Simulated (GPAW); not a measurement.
## Sn: equation of state with PBE

Crystal: Sn.

```
Sn
1.0
    -2.02919    2.02919    1.66076
     2.02919   -2.02919    1.66076
     2.02919    2.02919   -1.66076
Sn
1
Direct
  0.00000 0.00000 0.00000
```

This isn't the form of Sn at room conditions, which is tetragonal (white tin).

* Program: GPAW 26.7.0
* Task: equation of state
* Functional: PBE
* Potentials or basis: GPAW PAW data sets (gpaw-data 1.2.1)
* Cutoff: 600 eV
* Basis: pw
* k mesh: 10 × 10 × 10
* Occupations: fermi-dirac, width 0.05 eV
* Spin: no spin polarisation

The equilibrium volume is 27.73 Å³/atom and the bulk modulus at fixed shape and positions is 46 GPa. The pressure derivative of the bulk modulus is 5.2.

Energy against volume, from the lowest point:
```
volume (Å³/atom)  energy (meV/atom)
          25.712              24.46
          26.259              12.36
          26.806               4.58
          27.353               0.61
          27.901               0.00
          28.448               2.39
          28.995               7.44
```

Run time: 81 s on 1 thread of AMD EPYC 7B13 (Zen 3), with other jobs on the host, peak memory 0.23 GiB.

Caveat: the cell was scaled at fixed shape and fractional positions, which overstates the stiffness of a crystal with free parameters, most of all of layers and chains.
